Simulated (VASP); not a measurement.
# TiO2 in VASP: how settings move the PBE single point

Aim: see what changed inputs do to the PBE single point of the published phase of TiO2, under -2.4 % biaxial strain in x and y, free along z.

Code: VASP 6.6.1. PAW datasets, plane waves. The values are computed, spin-unpolarised (in the reference), and not measurements.

## (1) The structure to begin with

The cell comes from an earlier relaxation with r2SCAN in another program, then strained, with the atoms relaxed again. Some of the altered inputs switch spin polarisation on.

The symmetry is P4_2/mnm (No. 136, tetragonal); conventional cell a = 4.488 Å, c = 3.004 Å, 10.08 Å³ an atom. Near Ti stand 6 O at 1.93–1.95 Å; near O stand 3 Ti at 1.93–1.95 Å.

Coordinates:

```
CELL_PARAMETERS angstrom
4.48790 0.00000 0.00000
0.00000 4.48790 0.00000
0.00000 0.00000 3.00381
ATOMIC_POSITIONS crystal
Ti 0.00000 0.00000 0.00000
Ti 0.50000 0.50000 0.50000
O 0.30405 0.30405 0.00000
O 0.19595 0.80405 0.50000
O 0.69595 0.69595 0.00000
O 0.80405 0.19595 0.50000
```

## (2) Reference

Contents of INCAR:

```
ENCUT = 520.000000
SIGMA = 0.020000
EDIFF = 1.00e-07
GGA = PE
PREC = Accurate
IBRION = -1
ISIF = 2
ISMEAR = -1
NBANDS = 33
NELM = 120
NSW = 0
LASPH = .TRUE.
LCHARG = .FALSE.
LWAVE = .FALSE.
LREAL = .FALSE.
```

Contents of KPOINTS:

```
KPOINTS created by Atomic Simulation Environment
0
Gamma
6 6 8
0 0 0
```

Contents of POSCAR:

```
Ti O
 1.0000000000000000
     4.4879007559000001    0.0000000000000000    0.0000000000000000
     0.0000000000000000    4.4879007559000001    0.0000000000000000
     0.0000000000000000    0.0000000000000000    3.0038137159999998
 Ti  O
   2   4
Cartesian
 -0.0000000000000000  0.0000000000000000  0.0000000000000000
  2.2439503779500001  2.2439503779500001  1.5019068579999999
  1.3645558775460342  1.3645558775460342  0.0000000000000000
  0.8793945004039656  3.6085062554960343  1.5019068579999999
  3.1233448783539659  3.1233448783539659  0.0000000000000000
  3.6085062554960343  0.8793945004039656  1.5019068579999999
```

A file KPOINTS_OPT adds named points for the levels; it doesn't enter the self-consistent loop.

Potentials: the recommended PBE PAW datasets, 48 valence electrons.

On the command line:

```sh
$ mpirun -np 1 vasp_std
```

The closing lines of the self-consistent loop in OSZICAR:

```text
DAV:  15    -0.534872690109E+02    0.19022E-05   -0.66841E-06  4658   0.292E-02    0.169E-03
DAV:  16    -0.534872694082E+02   -0.39730E-06   -0.58394E-07  3456   0.566E-03    0.155E-03
DAV:  17    -0.534872693589E+02    0.49276E-07   -0.17463E-07  2773   0.538E-03
   1 F= -.53487269E+02 E0= -.53487269E+02  d E =-.170531E-14
```

Wall time 1.8 min (1 MPI rank of Intel Xeon Platinum 8488C, shared host); peak memory 0.26 GiB.

It gives: energy (σ→0) -53.4873 eV, pressure 12.45 GPa, gap on the mesh 1.87 eV.

## (3) Altered input 1

Contents of INCAR:

```
ENCUT = 520.000000
SIGMA = 0.020000
EDIFF = 1.00e-07
PREC = Accurate
IBRION = -1
ISIF = 2
ISMEAR = -1
NSW = 0
LASPH = .TRUE.
LCHARG = .FALSE.
LWAVE = .FALSE.
LREAL = .FALSE.
NBANDS = 48
AMIX = 0.8
METAGGA = RTPSS
NELM = 92
```

KPOINTS is that of step 2.

POSCAR is that of step 2.

On the command line:

```sh
$ mpirun -np 1 vasp_std
```

Standard output, without the iteration lines:

```text
POSCAR found type information on POSCAR TiO
 POSCAR found :  2 types and       6 ions
 -----------------------------------------------------------------------------
|                                                                             |
|                                                                             |
|     You enforced a specific xc type in the INCAR file but a different       |
|     I HOPE YOU KNOW WHAT YOU ARE DOING!                                     |
|                                                                             |
 -----------------------------------------------------------------------------

 LDA part: xc-table for (None), standard interpolation
 POSCAR, INCAR and KPOINTS ok, starting setup
 FFT: planning ... GRIDC
 FFT: planning ... GRID_SOFT
 FFT: planning ... GRID
 WAVECAR not read
 entering main loop
```

OSZICAR:

```text
N       E                     dE             d eps       ncg     rms          rms(c)
DAV:   1     0.598463414214E+03    0.59846E+03   -0.21544E+04  4824   0.119E+03
DAV:   2     0.155249057542E+02   -0.58294E+03   -0.52880E+03  4808   0.385E+02
DAV:   3    -0.642037402838E+02   -0.79729E+02   -0.75778E+02  6704   0.134E+02
DAV:   4    -0.708728073540E+02   -0.66691E+01   -0.63852E+01  6376   0.328E+01
DAV:   5    -0.710721753625E+02   -0.19937E+00   -0.19883E+00  5160   0.520E+00    0.368E+01
DAV:   6    -0.740866090729E+02   -0.30144E+01   -0.32323E+02  5256   0.107E+02    0.376E+01
DAV:   7    -0.583690444111E+02    0.15718E+02   -0.56609E+01  5888   0.597E+01    0.152E+01
DAV:   8    -0.600914728537E+02   -0.17224E+01   -0.47259E+00  5472   0.190E+01    0.142E+01
DAV:   9    -0.593660753025E+02    0.72540E+00   -0.35465E-01  5832   0.390E+00    0.128E+01
DAV:  10    -0.582605649427E+02    0.11055E+01   -0.38242E+00  7344   0.879E+00    0.573E+00
DAV:  11    -0.588403884337E+02   -0.57982E+00   -0.23200E+00  6768   0.530E+00    0.652E+00
DAV:  12    -0.591136752955E+02   -0.27329E+00   -0.17212E+00  6600   0.454E+00    0.104E+01
DAV:  13    -0.591056024026E+02    0.80729E-02   -0.12907E+00  6528   0.465E+00    0.144E+01
DAV:  14    -0.577389445267E+02    0.13667E+01   -0.22842E-01  5296   0.316E+00    0.115E+01
DAV:  15    -0.575820972760E+02    0.15685E+00   -0.31694E-01  6032   0.205E+00    0.822E+00
DAV:  16    -0.578778915476E+02   -0.29579E+00   -0.42453E-01  6272   0.271E+00    0.555E+00
DAV:  17    -0.581848717880E+02   -0.30698E+00   -0.44262E-01  6056   0.251E+00    0.285E+00
DAV:  18    -0.584485826105E+02   -0.26371E+00   -0.34045E-01  5880   0.222E+00    0.133E+00
DAV:  19    -0.585645862266E+02   -0.11600E+00   -0.17176E-01  6016   0.150E+00    0.283E-01
DAV:  20    -0.586074885294E+02   -0.42902E-01   -0.55754E-02  5760   0.102E+00    0.203E-01
DAV:  21    -0.586152945866E+02   -0.78061E-02   -0.73253E-03  5736   0.358E-01    0.283E-01
DAV:  22    -0.586173595550E+02   -0.20650E-02   -0.56024E-03  6040   0.233E-01    0.469E-02
DAV:  23    -0.586183846544E+02   -0.10251E-02   -0.77389E-04  5296   0.147E-01    0.839E-02
DAV:  24    -0.586184869377E+02   -0.10228E-03   -0.29002E-04  5616   0.465E-02    0.345E-02
DAV:  25    -0.586185870290E+02   -0.10009E-03   -0.19230E-04  6160   0.429E-02    0.915E-03
DAV:  26    -0.586186213546E+02   -0.34326E-04   -0.16844E-05  4992   0.243E-02    0.147E-02
DAV:  27    -0.586186226567E+02   -0.13021E-05   -0.11583E-05  5792   0.929E-03    0.222E-03
DAV:  28    -0.586186263914E+02   -0.37347E-05   -0.20277E-06  5592   0.682E-03    0.301E-03
DAV:  29    -0.586186270933E+02   -0.70184E-06   -0.75992E-07  5656   0.282E-03    0.339E-04
DAV:  30    -0.586186273772E+02   -0.28392E-06   -0.25619E-07  5424   0.207E-03    0.384E-04
DAV:  31    -0.586186274574E+02   -0.80227E-07   -0.54985E-08  3616   0.104E-03
   1 F= -.58618627E+02 E0= -.58618627E+02  d E =-.123225E-15
```

OUTCAR, selected sections:

```text
k-points           NKPTS =     50   k-points in BZ     NKDIM =     50   number of bands    NBANDS=     48

   NELECT =      48.0000    total number of electrons

   dimension x,y,z NGX =    36 NGY =   36 NGZ =   24
   dimension x,y,z NGXF=    72 NGYF=   72 NGZF=   48

  energy-cutoff  :      520.00
  volume of cell :       60.50
      direct lattice vectors                 reciprocal lattice vectors
     4.487900756  0.000000000  0.000000000     0.222821327  0.000000000  0.000000000
     0.000000000  4.487900756  0.000000000     0.000000000  0.222821327  0.000000000
     0.000000000  0.000000000  3.003813716     0.000000000  0.000000000  0.332910125

 k-points in reciprocal lattice and weights: KPOINTS created by Atomic Simulation Env
   0.00000000  0.00000000  0.00000000       0.003
   0.16666667  0.00000000  0.00000000       0.014
   0.33333333  0.00000000  0.00000000       0.014
   0.50000000  0.00000000  0.00000000       0.007
   0.16666667  0.16666667  0.00000000       0.014
   0.33333333  0.16666667  0.00000000       0.028
   0.50000000  0.16666667  0.00000000       0.014
   0.33333333  0.33333333  0.00000000       0.014
[... 42 more k-points ...]

 E-fermi :   5.8789

 k-point     1 :       0.0000    0.0000    0.0000
  band No.  band energies     occupation
      1     -52.7619      2.00000
      2     -52.7395      2.00000
      3     -28.5094      2.00000
      4     -28.5094      2.00000
      5     -28.3093      2.00000
      6     -28.3093      2.00000
      7     -28.2807      2.00000
      8     -28.2351      2.00000
      9     -13.8762      2.00000
     10     -12.6339      2.00000
     11     -11.7996      2.00000
     12     -11.7996      2.00000
     13      -0.8232      2.00000
     14      -0.3838      2.00000
     15      -0.0978      2.00000
     16       1.1451      2.00000
     17       1.1451      2.00000
     18       2.6145      2.00000
     19       2.6145      2.00000
     20       2.8805      2.00000
     21       4.4059      2.00000
     22       4.8111      2.00000
     23       4.8111      2.00000
     24       5.2544      2.00000
     25       7.2636      0.00000
     26       7.6273      0.00000
     27       7.6860      0.00000
     28       7.8028      0.00000
     29       7.8028      0.00000
     30      10.0356      0.00000
     31      10.0657      0.00000
     32      12.1097      0.00000
     33      12.1097      0.00000
     34      13.1984      0.00000
     35      13.4471      0.00000
     36      16.7962      0.00000
     37      16.7962      0.00000
     38      20.2235      0.00000
     39      20.6986      0.00000
     40      22.4801      0.00000
     41      24.2257      0.00000
     42      24.7622      0.00000
     43      25.5683      0.00000
     44      25.5683      0.00000
     45      26.6843      0.00000
     46      28.2730      0.00000
     47      30.2738      0.00000
     48      30.3503      0.00000

[... the tables of k-points 2 to 50 left out ...]

  Total        5.5786190      5.5786190      2.3945779      0.0000000      0.0000000      0.0000000
  in kB      147.7330964    147.7330964     63.4132593      0.0000000      0.0000000      0.0000000
  external PRESSURE =     119.6264840 kB  Pullay stress =       0.0000000 kB

 POSITION                                       TOTAL-FORCE (eV/Angst)
 -----------------------------------------------------------------------------------
      0.00000      0.00000      0.00000         0.000000      0.000000      0.000000
      2.24395      2.24395      1.50191         0.000000      0.000000      0.000000
      1.36456      1.36456      0.00000        -0.057691     -0.057691      0.000000
      0.87939      3.60851      1.50191         0.057691     -0.057691      0.000000
      3.12334      3.12334      0.00000         0.057691      0.057691     -0.000000
      3.60851      0.87939      1.50191        -0.057691      0.057691     -0.000000
 -----------------------------------------------------------------------------------
    total drift:                                0.000000     -0.000000      0.000000

  FREE ENERGIE OF THE ION-ELECTRON SYSTEM (eV)
  ---------------------------------------------------
  free  energy   TOTEN  =       -58.6186274574 eV

  energy  without entropy=      -58.6186274574  energy(sigma->0) =      -58.61862746
```

It took 12 min on 1 MPI rank of Intel Xeon Platinum 8488C, shared host; peak memory 0.25 GiB.

Changed: NBANDS = 48, AMIX = 0.8, METAGGA = RTPSS, NELM = 92. VASP runs to the end. Its total energy is on another scale than the reference's; the pressure goes from 12.5 to 12.0 GPa, the gap on the mesh goes from 1.87 to 2.01 eV. The functional is now revTPSS, on datasets made with PBE.

## (4) Altered input 2

Changes to INCAR since step 2:

```diff
@@ -8,4 +8,2 @@
 ISMEAR = -1
-NBANDS = 33
-NELM = 120
 NSW = 0
@@ -15 +13,9 @@
 LREAL = .FALSE.
+LDAU = .TRUE.
+LDAUTYPE = 2
+LDAUL = 2 -1
+LDAUU = 8.0 0
+LDAUJ = 0 0
+LMAXMIX = 4
+NBANDS = 48
+NELM = 85
```

KPOINTS is that of step 2.

POSCAR is that of step 2.

On the command line:

```sh
$ mpirun -np 1 vasp_std
```

Standard output, without the iteration lines:

```text
POSCAR found type information on POSCAR TiO
 POSCAR found :  2 types and       6 ions
 LDA part: xc-table for (Slater+PW92), standard interpolation
 POSCAR, INCAR and KPOINTS ok, starting setup
 FFT: planning ... GRIDC
 FFT: planning ... GRID_SOFT
 FFT: planning ... GRID
 WAVECAR not read
 entering main loop
```

OSZICAR:

```text
N       E                     dE             d eps       ncg     rms          rms(c)
DAV:   1     0.616396106294E+03    0.61640E+03   -0.21614E+04  4824   0.119E+03
DAV:   2     0.161741342095E+02   -0.60022E+03   -0.54120E+03  4816   0.386E+02
DAV:   3    -0.591187359232E+02   -0.75293E+02   -0.73539E+02  5792   0.136E+02
DAV:   4    -0.637928351048E+02   -0.46741E+01   -0.46154E+01  7272   0.282E+01
DAV:   5    -0.638841499502E+02   -0.91315E-01   -0.91301E-01  5104   0.351E+00    0.325E+01
DAV:   6    -0.426893219456E+02    0.21195E+02   -0.27361E+01  6248   0.640E+01    0.807E+00
DAV:   7    -0.430763465543E+02   -0.38702E+00   -0.58747E+00  5328   0.120E+01    0.741E+00
DAV:   8    -0.431628839718E+02   -0.86537E-01   -0.80898E-01  5472   0.615E+00    0.155E+00
DAV:   9    -0.431433616075E+02    0.19522E-01   -0.10896E-01  5456   0.251E+00    0.136E+00
DAV:  10    -0.431716650792E+02   -0.28303E-01   -0.34681E-02  5048   0.138E+00    0.708E-01
DAV:  11    -0.431707434139E+02    0.92167E-03   -0.73435E-03  5896   0.616E-01    0.172E-01
DAV:  12    -0.431714569271E+02   -0.71351E-03   -0.10496E-03  5336   0.188E-01    0.424E-02
DAV:  13    -0.431714592483E+02   -0.23212E-05   -0.59059E-05  5744   0.569E-02    0.138E-02
DAV:  14    -0.431714607645E+02   -0.15161E-05   -0.57687E-06  5872   0.282E-02    0.120E-02
DAV:  15    -0.431714606697E+02    0.94781E-07   -0.26442E-06  5680   0.211E-02    0.377E-03
DAV:  16    -0.431714605016E+02    0.16810E-06   -0.16024E-07  4624   0.310E-03    0.255E-03
DAV:  17    -0.431714605284E+02   -0.26823E-07   -0.84149E-08  3688   0.217E-03
   1 F= -.43171461E+02 E0= -.43171461E+02  d E =-.883810E-16
```

OUTCAR, selected sections:

```text
k-points           NKPTS =     50   k-points in BZ     NKDIM =     50   number of bands    NBANDS=     48

   NELECT =      48.0000    total number of electrons

   dimension x,y,z NGX =    36 NGY =   36 NGZ =   24
   dimension x,y,z NGXF=    72 NGYF=   72 NGZF=   48

  energy-cutoff  :      520.00
  volume of cell :       60.50
      direct lattice vectors                 reciprocal lattice vectors
     4.487900756  0.000000000  0.000000000     0.222821327  0.000000000  0.000000000
     0.000000000  4.487900756  0.000000000     0.000000000  0.222821327  0.000000000
     0.000000000  0.000000000  3.003813716     0.000000000  0.000000000  0.332910125

 k-points in reciprocal lattice and weights: KPOINTS created by Atomic Simulation Env
   0.00000000  0.00000000  0.00000000       0.003
   0.16666667  0.00000000  0.00000000       0.014
   0.33333333  0.00000000  0.00000000       0.014
   0.50000000  0.00000000  0.00000000       0.007
   0.16666667  0.16666667  0.00000000       0.014
   0.33333333  0.16666667  0.00000000       0.028
   0.50000000  0.16666667  0.00000000       0.014
   0.33333333  0.33333333  0.00000000       0.014
[... 42 more k-points ...]

 E-fermi :   6.4886

 k-point     1 :       0.0000    0.0000    0.0000
  band No.  band energies     occupation
      1     -53.0516      2.00000
      2     -53.0324      2.00000
      3     -29.2831      2.00000
      4     -29.2831      2.00000
      5     -29.1239      2.00000
      6     -29.1239      2.00000
      7     -29.0863      2.00000
      8     -29.0478      2.00000
      9     -12.7868      2.00000
     10     -11.3636      2.00000
     11     -10.6899      2.00000
     12     -10.6899      2.00000
     13      -0.1987      2.00000
     14       0.4400      2.00000
     15       0.8201      2.00000
     16       1.8716      2.00000
     17       1.8716      2.00000
     18       3.0701      2.00000
     19       3.0701      2.00000
     20       3.2994      2.00000
     21       4.8449      2.00000
     22       5.2961      2.00000
     23       5.2961      2.00000
     24       5.8572      2.00000
     25       8.9287      0.00000
     26       9.1161      0.00000
     27       9.5058      0.00000
     28       9.5058      0.00000
     29       9.5190      0.00000
     30      10.5889      0.00000
     31      11.6579      0.00000
     32      12.6804      0.00000
     33      12.6804      0.00000
     34      13.6065      0.00000
     35      13.9714      0.00000
     36      16.8881      0.00000
     37      16.8881      0.00000
     38      20.6826      0.00000
     39      21.3046      0.00000
     40      22.4304      0.00000
     41      24.1778      0.00000
     42      24.4026      0.00000
     43      25.4108      0.00000
     44      25.4108      0.00000
     45      26.0792      0.00000
     46      28.1984      0.00000
     47      30.0398      0.00000
     48      30.0398      0.00000

[... the tables of k-points 2 to 50 left out ...]

  Total       11.0947312     11.0947312     10.7160140      0.0000000      0.0000000      0.0000000
  in kB      293.8108853    293.8108853    283.7816888      0.0000000      0.0000000      0.0000000
  external PRESSURE =     290.4678198 kB  Pullay stress =       0.0000000 kB

 POSITION                                       TOTAL-FORCE (eV/Angst)
 -----------------------------------------------------------------------------------
      0.00000      0.00000      0.00000        -0.000000      0.000000     -0.000000
      2.24395      2.24395      1.50191        -0.000000      0.000000     -0.000000
      1.36456      1.36456      0.00000        -0.052606     -0.052606      0.000000
      0.87939      3.60851      1.50191         0.052606     -0.052606     -0.000000
      3.12334      3.12334      0.00000         0.052606      0.052606     -0.000000
      3.60851      0.87939      1.50191        -0.052606      0.052606     -0.000000
 -----------------------------------------------------------------------------------
    total drift:                                0.000000     -0.000000      0.000000

  FREE ENERGIE OF THE ION-ELECTRON SYSTEM (eV)
  ---------------------------------------------------
  free  energy   TOTEN  =       -43.1714605284 eV

  energy  without entropy=      -43.1714605284  energy(sigma->0) =      -43.17146053
```

It took 3 min on 1 MPI rank of Intel Xeon Platinum 8488C, shared host; peak memory 0.24 GiB.

Changed: LDAU = .TRUE., LDAUTYPE = 2, LDAUL = 2 -1, LDAUU = 8.0 0, LDAUJ = 0 0, LMAXMIX = 4, NBANDS = 48, NELM = 85. VASP runs to the end. Its total energy is on another scale than the reference's; the pressure goes from 12.5 to 29.0 GPa, the gap on the mesh goes from 1.87 to 3.05 eV.

## (5) Altered input 3

Changes to INCAR since step 2:

```diff
@@ -9,3 +9,2 @@
 NBANDS = 33
-NELM = 120
 NSW = 0
@@ -15 +14,4 @@
 LREAL = .FALSE.
+NELM = 97
+ISPIN = 2
+MAGMOM = 1.0 1.0 1.0 1.0 1.0
```

KPOINTS is that of step 2.

POSCAR is that of step 2.

On the command line:

```sh
$ mpirun -np 1 vasp_std
```

Printed to the terminal (iteration lines stand in OSZICAR):

```text
POSCAR found type information on POSCAR TiO
 POSCAR found :  2 types and       6 ions
 -----------------------------------------------------------------------------
|                                                                             |
|     EEEEEEE  RRRRRR   RRRRRR   OOOOOOO  RRRRRR      ###     ###     ###     |
|     E        R     R  R     R  O     O  R     R     ###     ###     ###     |
|     E        R     R  R     R  O     O  R     R     ###     ###     ###     |
|     EEEEE    RRRRRR   RRRRRR   O     O  RRRRRR       #       #       #      |
|     E        R   R    R   R    O     O  R   R                               |
|     E        R    R   R    R   O     O  R    R      ###     ###     ###     |
|     EEEEEEE  R     R  R     R  OOOOOOO  R     R     ###     ###     ###     |
|                                                                             |
|     ERROR: You have set 5 value(s) for MAGMOM; however for                  |
|     spin-polarized calculations (ISPIN=2), MAGMOM has to be a list of       |
|     NIONS values. NIONS=6 in your calculation.                              |
|                                                                             |
|       ---->  I REFUSE TO CONTINUE WITH THIS SICK JOB ... BYE!!! <----       |
|                                                                             |
 -----------------------------------------------------------------------------

1
```

Run time: 0.9 s. Hardware: 1 MPI rank of Intel Xeon Platinum 8488C, shared host.

Changed: ISPIN = 2, MAGMOM = 1.0 1.0 1.0 1.0 1.0. Nothing is computed: VASP stops while setting up. Its message: «ERROR: You have set 5 value(s) for MAGMOM; however for spin-polarized calculations (ISPIN=2), MAGMOM has to be a list of NIONS values. NIONS=6 in your calculation. ---->  I REFUSE TO CONTINUE WITH THIS SICK JOB ... BYE!!! <----
»

MAGMOM must hold one value for every ion, and it holds fewer.

Fix: give one moment for each atom.

## (6) All runs together

| run | changed | ending | energy change (meV/atom) | pressure (GPa) | gap on the mesh (eV; negative: overlap) | electronic steps | time | usable |
| --- | --- | --- | --- | --- | --- | --- | --- | --- |
| ref. | – | converged | 0 | 12.5 | 1.87 | 17 | 1.8 min | yes |
| 1 | NBANDS = 48, AMIX = 0.8, METAGGA = RTPSS, NELM = 92 | converged | – | 12.0 | 2.01 | 31 | 12 min | yes |
| 2 | LDAU = .TRUE., LDAUTYPE = 2, LDAUL = 2 -1, LDAUU = 8.0 0, LDAUJ = 0 0, LMAXMIX = 4, NBANDS = 48, NELM = 85 | converged | – | 29.0 | 3.05 | 17 | 3 min | yes |
| 3 | ISPIN = 2, MAGMOM = 1.0 1.0 1.0 1.0 1.0 | refused | – | – | – | – | 0.9 s | no |

**Reading.** Of 3 altered inputs, 1 gave no result, 2 gave usable results.
